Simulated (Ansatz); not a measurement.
Here is an Ansatz 0.2.0 calculation.

Contents of input.yaml:

```yaml
crystal:
  lattice:
    - [2.9, 0.0, 0.0]
    - [-1.45, 2.511473671, 0.0]
    - [0.0, 0.0, 4.88]
  atoms:
    - { symbol: Au, position: [0.6666666667, 0.3333333333, 0.25] }
    - { symbol: Au, position: [0.3333333333, 0.6666666667, 0.75] }
hamiltonian:
  xc: pbesol
  pseudopotentials: { kind: paw }
kpoints:
  mp_grid: { grid: [11, 11, 6] }
  band_path:
    path:
      - [[0.0, 0.0, 0.0], [0.5, 0.0, 0.0], [0.3333333333, 0.3333333333, 0.0], [0.0, 0.0, 0.0], [0.0, 0.0, 0.5], [0.5, 0.0, 0.5], [0.3333333333, 0.3333333333, 0.5], [0.0, 0.0, 0.5]]
      - [[0.5, 0.0, 0.5], [0.5, 0.0, 0.0]]
      - [[0.3333333333, 0.3333333333, 0.0], [0.3333333333, 0.3333333333, 0.5]]
    npoints: 14
scf:
  occupations: { method: fermi_dirac, width: 0.05 }
  n_extra_bands: 6
output:
  forces: true
  stress: true
  eigenvalues: true
  fatbands: true
```

Potentials or basis: Ansatz PAW.

Command:

```sh
$ ansatz run input.yaml --threads 2 --pin off --max-ram 5632MiB --backend cpu --events-out ev --progress --plain --runs-dir out
```

Question: Predict the pressure.

Answer: -6.4 GPa.

Question: What does it give for the band gap on the k mesh?

Answer: None (metal or under the smearing width).

Stress tensor (GPa, compression positive):
```
-6.28  0.00  0.00
 0.00 -6.28  0.00
 0.00  0.00 -6.76
```

Caveat: spin-orbit coupling is left out, which moves the levels of the heavy elements; the PAW data sets come from PBE, with cores solved anew for the run's functional, which leaves a small shift of forces and pressure.
